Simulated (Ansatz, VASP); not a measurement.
# Two plane-wave programs on Cr

The input INCAR:

```
SYSTEM = Cr
PREC = Accurate
ENCUT = 520
EDIFF = 1E-6
ISMEAR = -1
SIGMA = 0.08
LREAL = .FALSE.
LASPH = .TRUE.
NELM = 100
ALGO = Normal
ISIF = 2
LWAVE = .FALSE.
LCHARG = .FALSE.
GGA = PE
NBANDS = 12
```

File KPOINTS:

```
regular mesh
0
G
  21 21 21
  0 0 0
```

POSCAR

```
Cr
1.0
   -1.4242443870      1.4242443870      1.4242443870
    1.4242443870     -1.4242443870      1.4242443870
    1.4242443870      1.4242443870     -1.4242443870
Cr
1
Direct
    0.0000000000      0.0000000000      0.0000000000
```

Input for Ansatz:

```yaml
crystal:
  lattice:
    - [-1.424244387, 1.424244387, 1.424244387]
    - [1.424244387, -1.424244387, 1.424244387]
    - [1.424244387, 1.424244387, -1.424244387]
  atoms:
    - { symbol: Cr, position: [0.0, 0.0, 0.0] }
kpoints:
  mp_grid: { grid: [21, 21, 21] }
  band_path:
    path:
      - [0.0, 0.0, 0.0]
      - [0.5, -0.5, 0.5]
      - [0.0, 0.0, 0.5]
      - [0.0, 0.0, 0.0]
      - [0.25, 0.25, 0.25]
      - [0.5, -0.5, 0.5]
      - [0.25, 0.25, 0.25]
      - [0.0, 0.0, 0.5]
    npoints: 8
scf:
  occupations: { method: fermi_dirac, width: 0.08 }
hamiltonian:
  xc: pbe
  pseudopotentials: { kind: paw }
output:
  forces: true
  stress: true
  eigenvalues: true
  populations: true
  dos: { projected: true, de: 0.2, e_range: [-14, 8] }
```

Change from the starting cell: volume scaled by 1, PAW files.

Alike in both runs: task single point; functional PBE; k mesh 21 × 21 × 21; occupations fermi-dirac, width 0.08 eV; no spin polarisation.

|  | VASP | Ansatz |
| --- | --- | --- |
| version | VASP 6.6.1 | Ansatz 0.2.0 |
| potentials or method | VASP PAW PBE potentials, release 64 (Cr_pv) | PAW with Ansatz's default frozen-core files, scalar-relativistic |
| plane-wave cutoff (eV) | 520 | 420 |
| valence electrons in the cell | 12 | 14 |

```tsv
	VASP	Ansatz	Ansatz less VASP
pressure (GPa)	-0.5	0.0	+0.51
```

The two sets of potentials don't hold the same shells in valence.

Caveats: the run has no spin polarisation, though such a crystal can be magnetic. Spin polarisation is off, so any magnetic state and its effect on volume and gap are missing.
